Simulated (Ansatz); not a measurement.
# ZnSe: course of a relaxation

Level of theory: DFT PBEsol, scalar-relativistic, plane waves, PAW in Ansatz 0.2.0. Run with 420 eV cutoff, 8×8×6 k-mesh, Gaussian smearing of 0.02 eV, no spin polarisation.

What was changed: uniaxial strain along c, with a, b and atoms relaxed: -6.0 %.

Command:

```bash
ansatz run input.yaml --threads 1 --pin off --max-ram 2560MiB --backend cpu --events-out ev --progress --plain --runs-dir out
```

Input:

```yaml
crystal:
  lattice:
    - [2.8588730221, 2.8588730221, 0.0]
    - [-2.8588730221, 2.8588730221, 0.0]
    - [0.0, 0.0, 5.2952524942]
  atoms:
    - { symbol: Zn, position: [0.0, 0.0, 0.0] }
    - { symbol: Zn, position: [0.5, 0.5, 0.5] }
    - { symbol: Se, position: [0.5, 0.0, 0.25] }
    - { symbol: Se, position: [0.0, 0.5, 0.75] }
basis:
  ecutwfc: 420
kpoints:
  mp_grid: { grid: [8, 8, 6] }
hamiltonian:
  xc: pbesol
scf:
  occupations: { method: gaussian, width: 0.02 }
output:
  forces: true
  stress: true
  eigenvalues: true
relax:
  adjacent_minimum: "off"
  f_tol: 0.008
  max_steps: 40
  cell: { stress_tol: 0.015, fix: [c, angles] }
```

F is the free energy. Steps run on the plane waves of an earlier cell, but the last one, and at times one on the way, on a freshly chosen basis, so a repeated geometry can differ a little in energy. The held parts of the cell keep their stress, so P needn't end at zero.

Steps:

```json
{"step": "1", "F − F(1) (eV)": "0.0000", "largest force component (eV/Å)": "0.000", "V (Å³/atom)": "21.639", "P (GPa)": "2.11"}
{"step": "2", "F − F(1) (eV)": "-0.0053", "largest force component (eV/Å)": "0.000", "V (Å³/atom)": "21.903", "P (GPa)": "1.21"}
{"step": "3", "F − F(1) (eV)": "-0.0057", "largest force component (eV/Å)": "0.000", "V (Å³/atom)": "22.010", "P (GPa)": "0.86"}
{"step": "4", "F − F(1) (eV)": "-0.0062", "largest force component (eV/Å)": "0.000", "V (Å³/atom)": "22.010", "P (GPa)": "0.85"}
```

Relaxed structure:

```cif
data_structure
_symmetry_space_group_name_H-M 'P 1'
_symmetry_Int_Tables_number 1
_cell_length_a 4.0775
_cell_length_b 4.0775
_cell_length_c 5.2953
_cell_angle_alpha 90.000
_cell_angle_beta 90.000
_cell_angle_gamma 90.000
_cell_volume 88.04
loop_
_atom_site_label
_atom_site_type_symbol
_atom_site_fract_x
_atom_site_fract_y
_atom_site_fract_z
_atom_site_occupancy
Zn1 Zn 0.00000 0.00000 0.00000 1
Zn2 Zn 0.50000 0.50000 0.50000 1
Se1 Se 0.50000 0.00000 0.25000 1
Se2 Se 0.00000 0.50000 0.75000 1
```

The structure is tetragonal, space group I-4m2 (No. 119). Conventional cell: a = 4.078 Å, b = 4.078 Å, c = 5.295 Å, α = 90.00°, β = 90.00°, γ = 90.00°. Zn (site symmetry -4m2) is surrounded by 4 Se at 2.43 Å. Se (site symmetry -4m2) is surrounded by 4 Zn at 2.43 Å.

The run converged. Time: 34 s on 1 thread of AMD EPYC 9R14 (Zen 4), on a shared host, peak memory 0.47 GiB.